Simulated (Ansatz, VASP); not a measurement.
## TePb: 3 runs at one level of theory

The starting cell:

```
Pb Te
1.0
     0.00000    3.23100    3.23100
     3.23100    0.00000    3.23100
     3.23100    3.23100    0.00000
Pb Te
1 1
Direct
  0.00000 0.00000 0.00000
  0.50000 0.50000 0.50000
```

Alike in all runs: task relaxation of cell and atoms; functional PBEsol; dispersion D4; k mesh 7 × 7 × 7; occupations fermi-dirac, width 0.05 eV; no spin polarisation; no spin-orbit coupling.

```
                        program and potentials  plane-wave cutoff (eV)                                                                                          notes  equilibrium volume (Å³/atom)
                            Ansatz, Ansatz PAW                     420  potentials made for PBE, which Ansatz adapts in part; 15 valence electrons an atom on average                         32.62
          VASP, PBE PAW files Pb_d, Te, 600 eV                     600                               potentials made for PBE; 10 valence electrons an atom on average                         32.60
Ansatz, all-electron LAPW, scalar-relativistic                       -                                                                                              -                         32.62
```

The equilibrium volume spans 32.60 (VASP, PBE PAW files Pb_d, Te, 600 eV) to 32.62 Å³/atom (Ansatz, all-electron LAPW, scalar-relativistic), with all-electron results at 32.62. Relaxations stop with a little pressure left, so the last digit of a volume isn't settled.

The functional is the same throughout but for its coding, so the spread measures potentials, basis and numerics; runs on potential files found faulty are left out.
